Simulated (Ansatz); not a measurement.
**HfSi2 (ZrSi2 type): equation of state**

The task here is to estimate one member of a computed series from the others.

Program: Ansatz 0.2.0. Level of theory: DFT r²SCAN, scalar-relativistic, plane waves, PAW. These are calculated values, not measurements.

### The system as given

It takes space group Cmcm (No. 63, orthorhombic). Conventional cell: a = 3.645 Å, b = 14.623 Å, c = 3.647 Å, α = 90.00°, β = 90.00°, γ = 90.00°. Hf (site symmetry m2m) is surrounded by 10 Si at 2.69 to 2.95 Å. Around Si (site symmetry m2m) lie 2 Si at 2.39 Å and 6 Hf at 2.69 to 2.95 Å. Si (site symmetry m2m) is surrounded by 4 Si at 2.58 Å and 4 Hf at 2.79 Å.

Coordinates:

```
Hf Si
1.0
     1.82275   -7.31142    0.00000
     1.82275    7.31142    0.00000
     0.00000    0.00000    3.64699
Hf Si
2 4
Direct
  0.60588 0.39412 0.25000
  0.39412 0.60588 0.75000
  0.94719 0.05281 0.25000
  0.05281 0.94719 0.75000
  0.24993 0.75007 0.25000
  0.75007 0.24993 0.75000
```

This cell comes from an earlier session at r²SCAN: 16.201 Å³/atom at 0.01 GPa, on a 8×8×8 mesh.

Volume factors to run: 0.980, 1.020, 0.960, 1.040, 1.070.

Set-up of the first run:

Input file input.yaml:

```yaml
crystal:
  lattice:
    - [1.8105125532, -7.2623507795, 0.0]
    - [1.8105125532, 7.2623507795, 0.0]
    - [0.0, 0.0, 3.6225127046]
  atoms:
    - { symbol: Hf, position: [0.6058800457, 0.3941199543, 0.25] }
    - { symbol: Hf, position: [0.3941199543, 0.6058800457, 0.75] }
    - { symbol: Si, position: [0.9471874423, 0.0528125577, 0.25] }
    - { symbol: Si, position: [0.0528125577, 0.9471874423, 0.75] }
    - { symbol: Si, position: [0.2499264586, 0.7500735414, 0.25] }
    - { symbol: Si, position: [0.7500735414, 0.2499264586, 0.75] }
basis:
  ecutwfc: 500
  ecutrho_ratio: 4
kpoints:
  mp_grid: { grid: [8, 8, 8] }
hamiltonian:
  xc: r2scan
scf:
  occupations: { method: gaussian, width: 0.05 }
output:
  forces: true
  stress: true
  eigenvalues: true
relax:
  f_tol: 0.01
  max_steps: 40
  cell: { stress_tol: 0.1, fix: [volume] }
```

On the command line:

```sh
$ ansatz run input.yaml --threads 4 --pin off --max-ram 7168MiB --backend cpu --events-out ev --progress --plain --runs-dir out
```

Among the steps run: At 0.980 of the relaxed volume; Scaling the volume by 1.020; Volume × 0.960; Volume × 1.040; At 1.070 of the relaxed volume.

One table of the session follows, with a row left open; its other results are not shown here.

It belongs to the step «The fit». 

| volume (Å³/atom) | energy (meV/atom) | pressure (GPa) |
| --- | --- | --- |
| 15.553 | 11.16 | 5.60 |
| 15.877 | 2.80 | 2.75 |
| 16.201 | 0.00 | 0.01 |
| 16.525 | ? | ? |
| 16.849 | 10.10 | -4.84 |
| 17.335 | 29.55 | -7.90 |

Estimate the missing values for volume (Å³/atom) = 16.525.

Worked estimate for «energy (meV/atom)». A straight line through the neighbours (16.201, 0.00) and (16.849, 10.10) gives 0.00 + (10.10 − 0.00) × (16.525 − 16.201) / (16.849 − 16.201) = 5.05; a parabola fitted to 4 rows on both sides gives 2.69.

**Answer.** energy (meV/atom): 2.59; pressure (GPa): -2.54. In «energy (meV/atom)» the line misses by +2.46 and the parabola by +0.10.
